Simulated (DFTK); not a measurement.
# SnTe (Fm-3m) in DFTK: settings compared

The runs below take SnTe through band structure, with LDA, PBEsol, r2SCAN.

Program: DFTK 0.8.2. These are calculated values, not measurements. Logs are shortened: lines on timing, memory, paths and dates and some standing lists are left out, and cuts for length are marked.

**Measured values to compare with.**

From a printed reference work, textbook, for a bulk crystal of SnTe at 300 K: band gap 0.18 eV (direct).

The runs below are set against these values where they give the same quantity.

## Step 1: The structure

It takes space group Fm-3m (No. 225, cubic). The conventional cell has a = 6.302 Å, b = 6.302 Å, c = 6.302 Å, α = 90.00°, β = 90.00°, γ = 90.00°. Around Te (site symmetry m-3m) lie 6 Sn at 3.15 Å. Sn (site symmetry m-3m) is surrounded by 6 Te at 3.15 Å.

## Step 2: Band structure, LDA

The input, run.jl:

```julia
using DFTK
using PseudoPotentialData
using Unitful, UnitfulAtomic
using LinearAlgebra, Printf
include("save.jl")
disable_threading()

lines     = readlines("POSCAR")
lattice   = austrip(1u"Å") * parse(Float64, lines[2]) * hcat([parse.(Float64, split(l)) for l in lines[3:5]]...)
symbols   = vcat([fill(Symbol(s), parse(Int, n)) for (s, n) in zip(split(lines[6]), split(lines[7]))]...)
positions = [parse.(Float64, split(l)[1:3]) for l in lines[9:8+length(symbols)]]
pseudopotentials = PseudoFamily("cp2k.nc.sr.lda.v0_1.largecore.gth")
elements = Dict(s => ElementPsp(s, pseudopotentials) for s in unique(symbols))
atoms    = [elements[s] for s in symbols]

build_model(lattice, positions; symmetries=true) =
    model_DFT(lattice, atoms, positions;
              functionals=LDA(),
              temperature=austrip(0.05u"eV"),
              smearing=Smearing.FermiDirac(),
              symmetries)
Ecut  = 27.0  # hartree
kgrid = [7, 7, 7]
tol   = 1e-6
to_GPa = ustrip(uconvert(u"GPa", 1u"hartree/bohr^3"))

model = build_model(lattice, positions)
basis = PlaneWaveBasis(model; Ecut, kgrid)
display(basis)
scfres = self_consistent_field(basis;
                               tol,
                               nbandsalg=AdaptiveBands(model; n_bands_converge=10))
display(scfres.energies)
@printf "Fermi level: %.6f eV\n" ustrip(auconvert(u"eV", something(scfres.εF, NaN)))
forces = compute_forces_cart(scfres)
println("Forces (eV/Å)")
for (s, f) in zip(symbols, forces)
    @printf "%-3s %12.6f %12.6f %12.6f\n" s ustrip.(auconvert.(u"eV/Å", f))...
end
stress = compute_stresses_cart(scfres)
println("Stress (GPa)")
display(round.(stress * to_GPa; digits=4))
println("Levels at the first k-point (eV): ", round.(ustrip.(auconvert.(u"eV", scfres.eigenvalues[1][1:scfres.n_bands_converge])); digits=4))
save_scf!(scfres; forces, stress)

points = Dict("G" => [0.0, 0.0, 0.0], "K" => [0.375, 0.375, 0.75], "L" => [0.5, 0.5, 0.5], "U" => [0.625, 0.25, 0.625], "W" => [0.5, 0.25, 0.75], "X" => [0.5, 0.0, 0.5])
segments = [("G", "X", 7), ("X", "W", 4), ("W", "K", 3), ("K", "G", 7), ("G", "L", 6), ("L", "U", 4), ("U", "W", 3), ("W", "L", 5), ("L", "K", 4), ("U", "X", 3)]
kcoords = vcat([[points[a] + t * (points[b] - points[a]) for t in range(0, 1, n)] for (a, b, n) in segments]...)
bands = compute_bands(scfres, ExplicitKpoints(kcoords); n_bands=12, tol=1e-5)
for (k, ε) in zip(bands.basis.kpoints, bands.eigenvalues)
    @printf "%d %8.4f %8.4f %8.4f " k.spin k.coordinate...
    println(join([@sprintf("%9.4f", e) for e in ustrip.(auconvert.(u"eV", ε .- scfres.εF))]))
end
results["band_energies"] = rows(bands.eigenvalues); results["band_kpoints"] = rows(kcoords)
```

The input, POSCAR:

```
SnTe
1.0
    0.0000000000      3.1508500000      3.1508500000
    3.1508500000      0.0000000000      3.1508500000
    3.1508500000      3.1508500000      0.0000000000
Te Sn
1 1
Direct
    0.5000000000      0.5000000000      0.5000000000
    0.0000000000      0.0000000000      0.0000000000
```

Potentials or basis: cp2k.nc.sr.lda.v0_1.largecore.gth (LDA, GTH).

Run with:

```bash
julia --threads=1 run.jl  # save.jl only writes the numbers to a file and isn't shown; printed stress counts tension as positive; times include loading and compiling
```

Standard output:

```text
PlaneWaveBasis discretization:

    Ecut                 : 27.0 Ha
    fft_size             : (45, 45, 45), 91125 total points
    kgrid                : MonkhorstPack([7, 7, 7])
    num.   red. kpoints  : 343
    num. irred. kpoints  : 20

    Discretized Model(lda_x+lda_c_pw, 3D):
        lattice (in Bohr)    : [0         , 5.95424   , 5.95424   ]
                               [5.95424   , 0         , 5.95424   ]
                               [5.95424   , 5.95424   , 0         ]
        unit cell volume     : 422.19 Bohr³

        atoms                : SnTe
        pseudopot. family    : PseudoFamily("cp2k.nc.sr.lda.v0_1.largecore.gth")

        num. electrons       : 10
        spin polarization    : none
        temperature          : 0.0018375 Ha
        smearing             : DFTK.Smearing.FermiDirac()

        terms                : Kinetic()
                               AtomicLocal()
                               AtomicNonlocal()
                               Ewald(nothing)
                               PspCorrection()
                               Hartree()
                               Xc(lda_x, lda_c_pw)
                               Entropy()
n     Energy            log10(ΔE)   log10(Δρ)   Diag   Δtime
---   ---------------   ---------   ---------   ----   ------
  1   -11.82858312584                   -0.66    4.8    3.10s
  2   -11.83074954464       -2.66       -1.18    1.0    2.36s
  3   -11.83136501316       -3.21       -2.11    2.1    1.57s
  4   -11.83139886807       -4.47       -3.04    2.0    2.30s
  5   -11.83140067323       -5.74       -3.53    2.8    1.93s
  6   -11.83140074395       -7.15       -4.13    1.8    2.08s
  7   -11.83140075175       -8.11       -4.95    2.5    2.63s
  8   -11.83140075196       -9.68       -5.45    2.8    1.70s
  9   -11.83140075197      -11.06       -6.50    1.9    2.18s
Energy breakdown (in Ha):
    Kinetic             3.6386883
    AtomicLocal         -2.8981026
    AtomicNonlocal      0.2299517
    Ewald               -12.2064207
    PspCorrection       1.5597453
    Hartree             0.6635496
    Xc                  -2.8188099
    Entropy             -0.0000024

    total               -11.831400751965
Fermi level: 1.743227 eV
Forces (eV/Å)
Te     -0.000000    -0.000000    -0.000000
Sn     -0.000000    -0.000000    -0.000000
Stress (GPa)
3×3 StaticArraysCore.SMatrix{3, 3, Float64, 9} with indices SOneTo(3)×SOneTo(3):
  1.5847   0.0     -0.0
 -0.0      1.5847   0.0
  0.0     -0.0      1.5847
Levels at the first k-point (eV): [-11.1274, -3.1291, -0.3839, -0.3839, -0.3839, 5.082, 5.082, 5.082, 6.54, 6.54]
1   0.0000   0.0000   0.0000  -12.8706  -4.8724  -2.1272  -2.1272  -2.1272   3.3388   3.3388   3.3388   4.7968   4.7968   4.7968   6.9345
1   0.0833   0.0000   0.0833  -12.7928  -5.2618  -2.2738  -2.2738  -1.5531   2.2006   3.3572   3.3572   4.3712   5.2173   5.2173   7.0221
1   0.1667   0.0000   0.1667  -12.5671  -5.9336  -2.6336  -2.6336  -0.8005   0.8554   3.5156   3.5156   3.6537   6.2854   6.2854   7.2822
1   0.2500   0.0000   0.2500  -12.2220  -6.4867  -3.0542  -3.0542  -2.0838   1.9432   3.0203   3.8542   3.8542   7.7044   7.7735   7.7735
1   0.3333   0.0000   0.3333  -11.8206  -6.7928  -3.6802  -3.4180  -3.4180   2.5501   3.7297   4.2989   4.2989   8.2579   9.1189   9.5532
1   0.4167   0.0000   0.4167  -11.4780  -6.7879  -4.9699  -3.6577  -3.6577   2.2637   4.7067   4.7067   5.4369   8.8428  10.0141  11.3174
[... 38 lines left out ...]
1   0.5625   0.1250   0.5625  -11.3153  -6.9522  -5.4905  -3.6175  -3.4283   2.5775   4.2100   4.4472   6.0564   9.5819  10.0188  10.1501
1   0.5000   0.0000   0.5000  -11.3395  -6.6239  -5.5908  -3.7408  -3.7408   2.1678   4.8802   4.8802   6.2703   9.1461  10.9434  11.0311
```

Wall time 50 s (1 thread of Intel Xeon 6975P-C (Granite Rapids), shared host); peak memory 1.7 GiB.

What came out:

```
Free energy             : -321.9488 eV
Pressure                : -1.6 GPa
Band gap along the path : 0.11 eV, direct
```

Levels at the corners of the path, in eV from the Fermi level:
```
point  band 3  band 4  band 5  band 6  band 7  band 8
    Γ   -2.13   -2.13   -2.13    3.34    3.34    3.34
    X   -5.59   -3.74   -3.74    2.17    4.88    4.88
    W   -4.84   -4.84   -0.86    0.77    4.66    4.66
    K   -5.19   -3.26   -2.77    2.96    3.06    4.20
    Γ   -2.13   -2.13   -2.13    3.34    3.34    3.34
    L   -1.82   -1.82   -0.07    0.04    0.30    0.30
    U   -5.19   -3.26   -2.77    2.96    3.06    4.20
    W   -4.84   -4.84   -0.86    0.77    4.66    4.66
    L   -1.82   -1.82   -0.07    0.04    0.30    0.30
    K   -5.19   -3.26   -2.77    2.96    3.06    4.20
    U   -5.19   -3.26   -2.77    2.96    3.06    4.20
    X   -5.59   -3.74   -3.74    2.17    4.88    4.88
```

Caveat: this odd mesh misses L, where the gap lies, so gap, dielectric constants and Born charges aren't listed; GTH potentials come without recommended cutoffs, and this one wasn't checked for convergence; spin-orbit coupling is left out, which moves the levels of the heavy elements.

## Step 3: Band structure, PBEsol

Changes to run.jl since step 2:

```diff
@@ -7,8 +7,11 @@
 
-lines     = readlines("POSCAR")
-lattice   = austrip(1u"Å") * parse(Float64, lines[2]) * hcat([parse.(Float64, split(l)) for l in lines[3:5]]...)
-symbols   = vcat([fill(Symbol(s), parse(Int, n)) for (s, n) in zip(split(lines[6]), split(lines[7]))]...)
-positions = [parse.(Float64, split(l)[1:3]) for l in lines[9:8+length(symbols)]]
-pseudopotentials = PseudoFamily("cp2k.nc.sr.lda.v0_1.largecore.gth")
-elements = Dict(s => ElementPsp(s, pseudopotentials) for s in unique(symbols))
+# lattice vectors are the columns
+lattice = austrip(1u"Å") * [           0.0        3.15085        3.15085;
+                  3.15085            0.0        3.15085;
+                  3.15085        3.15085            0.0]
+symbols   = [:Te, :Sn]
+positions = [[0.5, 0.5, 0.5],
+             [0.0, 0.0, 0.0]]
+pseudopotentials = Dict(:Sn => "Sn.upf", :Te => "Te.upf")
+elements = Dict(s => ElementPsp(s, pseudopotentials; rcut=10.0) for s in unique(symbols))
 atoms    = [elements[s] for s in symbols]
@@ -17,3 +20,3 @@
     model_DFT(lattice, atoms, positions;
-              functionals=LDA(),
+              functionals=PBEsol(),
               temperature=austrip(0.05u"eV"),
@@ -21,4 +24,4 @@
               symmetries)
-Ecut  = 27.0  # hartree
-kgrid = [7, 7, 7]
+Ecut  = 45.0  # hartree
+kgrid = [6, 6, 6]
 tol   = 1e-6
@@ -31,3 +34,3 @@
                                tol,
-                               nbandsalg=AdaptiveBands(model; n_bands_converge=10))
+                               nbandsalg=AdaptiveBands(model; n_bands_converge=20))
 display(scfres.energies)
@@ -48,3 +51,3 @@
 kcoords = vcat([[points[a] + t * (points[b] - points[a]) for t in range(0, 1, n)] for (a, b, n) in segments]...)
-bands = compute_bands(scfres, ExplicitKpoints(kcoords); n_bands=12, tol=1e-5)
+bands = compute_bands(scfres, ExplicitKpoints(kcoords); n_bands=22, tol=1e-5)
 for (k, ε) in zip(bands.basis.kpoints, bands.eigenvalues)
```

Potentials or basis: SPMS 1.0 (PBE).

Run with:

```bash
julia --threads=1 run.jl  # save.jl only writes the numbers to a file and isn't shown; printed stress counts tension as positive; times include loading and compiling
```

Standard output:

```text
PlaneWaveBasis discretization:

    Ecut                 : 45.0 Ha
    fft_size             : (54, 54, 54), 157464 total points
    kgrid                : MonkhorstPack([6, 6, 6])
    num.   red. kpoints  : 216
    num. irred. kpoints  : 16

    Discretized Model(gga_x_pbe_sol+gga_c_pbe_sol, 3D):
        lattice (in Bohr)    : [0         , 5.95424   , 5.95424   ]
                               [5.95424   , 0         , 5.95424   ]
                               [5.95424   , 5.95424   , 0         ]
        unit cell volume     : 422.19 Bohr³

        atoms                : SnTe
        atom potentials      : ElementPsp(:Te, "Te.upf")
                               ElementPsp(:Sn, "Sn.upf")

        num. electrons       : 30
        spin polarization    : none
        temperature          : 0.0018375 Ha
        smearing             : DFTK.Smearing.FermiDirac()

        terms                : Kinetic()
                               AtomicLocal()
                               AtomicNonlocal()
                               Ewald(nothing)
                               PspCorrection()
                               Hartree()
                               Xc(gga_x_pbe_sol, gga_c_pbe_sol)
                               Entropy()
n     Energy            log10(ΔE)   log10(Δρ)   Diag   Δtime
---   ---------------   ---------   ---------   ----   ------
  1   -169.6927242806                   -1.35    5.9    9.75s
  2   -169.6956972742       -2.53       -1.82    1.0    3.91s
  3   -169.6961544766       -3.34       -2.33    2.8    5.63s
  4   -169.6961642746       -5.01       -3.08    2.0    4.38s
  5   -169.6961656895       -5.85       -3.52    3.4    5.43s
  6   -169.6961657104       -7.68       -3.87    1.8    4.69s
  7   -169.6961657182       -8.11       -4.63    1.3    3.77s
  8   -169.6961657189       -9.11       -5.15    3.0    5.49s
  9   -169.6961657190      -10.44       -5.93    1.8    4.12s
 10   -169.6961657190      -11.58       -6.52    3.1    5.45s
Energy breakdown (in Ha):
    Kinetic             80.5819487
    AtomicLocal         -115.4574847
    AtomicNonlocal      -28.8883677
    Ewald               -107.5097938
    PspCorrection       5.0380931
    Hartree             35.9720397
    Xc                  -39.4325351
    Entropy             -0.0000659

    total               -169.696165718962
Fermi level: 6.059264 eV
Forces (eV/Å)
Te      0.000000     0.000000    -0.000000
Sn      0.000000     0.000000     0.000000
Stress (GPa)
3×3 StaticArraysCore.SMatrix{3, 3, Float64, 9} with indices SOneTo(3)×SOneTo(3):
  0.3669   0.0     -0.0
 -0.0      0.3669   0.0
  0.0     -0.0      0.3669
Levels at the first k-point (eV): [-30.894, -30.894, -30.8909, -30.8909, -30.8909, -15.7289, -15.7289, -15.7257, -15.7257, -15.7257, -6.7864, 1.3397, 3.896, 3.896, 3.896, 9.3791, 9.3791, 9.3791, 10.7946, 10.7946]
1   0.0000   0.0000   0.0000  -36.9533 -36.9533 -36.9502 -36.9502 -36.9502 -21.7882 -21.7882 -21.7850 -21.7850 -21.7850 -12.8457  -4.7196  -2.1632  -2.1632  -2.1632   3.3199   3.3199   3.3199   4.7353   4.7353   4.7353   6.7612
1   0.0833   0.0000   0.0833  -36.9533 -36.9532 -36.9502 -36.9501 -36.9501 -21.7894 -21.7879 -21.7852 -21.7843 -21.7843 -12.7671  -5.1327  -2.3079  -2.3079  -1.5618   2.1969   3.3359   3.3359   4.2855   5.1502   5.1502   7.0039
1   0.1667   0.0000   0.1667  -36.9533 -36.9531 -36.9503 -36.9498 -36.9498 -21.7926 -21.7870 -21.7860 -21.7824 -21.7824 -12.5381  -5.8223  -2.6646  -2.6646  -0.7892   0.8750   3.4945   3.4945   3.5614   6.1963   6.1963   7.2541
1   0.2500   0.0000   0.2500  -36.9533 -36.9530 -36.9503 -36.9495 -36.9495 -21.7973 -21.7869 -21.7858 -21.7797 -21.7797 -12.1846  -6.3804  -3.0846  -3.0846  -2.0702   1.9846   2.9351   3.8394   3.8394   7.6440   7.6440   7.6647
1   0.3333   0.0000   0.3333  -36.9535 -36.9528 -36.9504 -36.9492 -36.9492 -21.8022 -21.7879 -21.7846 -21.7769 -21.7769 -11.7677  -6.6879  -3.6699  -3.4500  -3.4500   2.4739   3.7820   4.2937   4.2937   8.2158   8.9708   9.3628
1   0.4167   0.0000   0.4167  -36.9536 -36.9527 -36.9505 -36.9490 -36.9490 -21.8058 -21.7887 -21.7837 -21.7747 -21.7747 -11.4058  -6.6785  -4.9750  -3.6919  -3.6919   2.1941   4.7107   4.7107   5.4894   8.8305   9.8234  11.0988
[... 38 lines left out ...]
1   0.5625   0.1250   0.5625  -36.9536 -36.9527 -36.9504 -36.9490 -36.9489 -21.8059 -21.7879 -21.7846 -21.7747 -21.7744 -11.2360  -6.8385  -5.5277  -3.6495  -3.4393   2.5016   4.2308   4.4564   6.0884   9.4101   9.8700  10.0245
1   0.5000   0.0000   0.5000  -36.9537 -36.9527 -36.9505 -36.9489 -36.9489 -21.8072 -21.7889 -21.7834 -21.7740 -21.7740 -11.2574  -6.4879  -5.6292  -3.7759  -3.7759   2.1004   4.8880   4.8880   6.3158   9.1810  10.6030  11.0283
```

Wall time 2.9 min (1 thread of Intel Xeon 6975P-C (Granite Rapids), shared host); peak memory 2.1 GiB.

What came out:

```
Free energy             : -4617.6679 eV
Pressure                : -0.4 GPa
Band gap on the k mesh  : 0.15 eV, direct
Band gap along the path : 0.15 eV, direct
```

Levels at the corners of the path, in eV from the valence-band top:
```tsv
point	band 11	band 12	band 13	band 14	band 15	band 16	band 17	band 18	band 19	band 20
Γ	-12.77	-4.64	-2.09	-2.09	-2.09	3.40	3.40	3.40	4.81	4.81
X	-11.18	-6.41	-5.55	-3.70	-3.70	2.18	4.96	4.96	6.39	9.26
W	-11.09	-7.31	-4.80	-4.80	-0.76	0.87	4.65	4.65	6.11	6.11
K	-11.14	-7.37	-5.15	-3.20	-2.68	3.07	3.11	4.23	5.58	8.15
Γ	-12.77	-4.64	-2.09	-2.09	-2.09	3.40	3.40	3.40	4.81	4.81
L	-11.49	-8.29	-1.75	-1.75	0.00	0.15	0.40	0.40	7.77	8.84
U	-11.14	-7.37	-5.15	-3.20	-2.68	3.07	3.11	4.23	5.58	8.15
W	-11.09	-7.31	-4.80	-4.80	-0.76	0.87	4.65	4.65	6.11	6.11
L	-11.49	-8.29	-1.75	-1.75	0.00	0.15	0.40	0.40	7.77	8.84
K	-11.14	-7.37	-5.15	-3.20	-2.68	3.07	3.11	4.23	5.58	8.15
U	-11.14	-7.37	-5.15	-3.20	-2.68	3.07	3.11	4.23	5.58	8.15
X	-11.18	-6.41	-5.55	-3.70	-3.70	2.18	4.96	4.96	6.39	9.26
```

Caveat: the potentials were made for another functional, which shifts forces and pressure; spin-orbit coupling is left out, which moves the levels of the heavy elements.

(Part 1 of 2 ends here.)
